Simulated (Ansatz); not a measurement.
BeO:
```yaml
crystal:
  lattice:
    - [2.69026, 0.00000, 0.00000]
    - [-1.34513, 2.32984, 0.00000]
    - [0.00000, 0.00000, 4.36940]
  atoms:
    - { symbol: Be, position: [0.33333, 0.66667, 0.99990] }
    - { symbol: Be, position: [0.66667, 0.33333, 0.49990] }
    - { symbol: O, position: [0.33333, 0.66667, 0.37760] }
    - { symbol: O, position: [0.66667, 0.33333, 0.87760] }
```

Tensor components refer to the Cartesian frame of this cell.

Give the high-frequency dielectric tensor and the Born effective charge tensors of the independent atoms from DFPT, r²SCAN in the plane-wave PAW code Ansatz.


ε∞:
```
2.93  0.00  0.00
0.00  2.93  0.00
0.00  0.00  2.98
```
Z* of atom 1 (Be), rows: field, columns: displacement, in e:
```
1.81  0.00  0.00
0.00  1.81  0.00
0.00  0.00  1.86
```
Z* of atom 3 (O), rows: field, columns: displacement, in e:
```
-1.81   0.00   0.00
 0.00  -1.81   0.00
 0.00   0.00  -1.86
```

Static charges for comparison (Bader): Be1 +1.76, O3 -1.76 e. Born charges measure polarisation by displacement and can exceed these by far.

Space group P6_3mc (wurtzite). The cell was relaxed with r²SCAN under the symmetry of its start.

Potentials: the earlier of the program's two PAW sets.
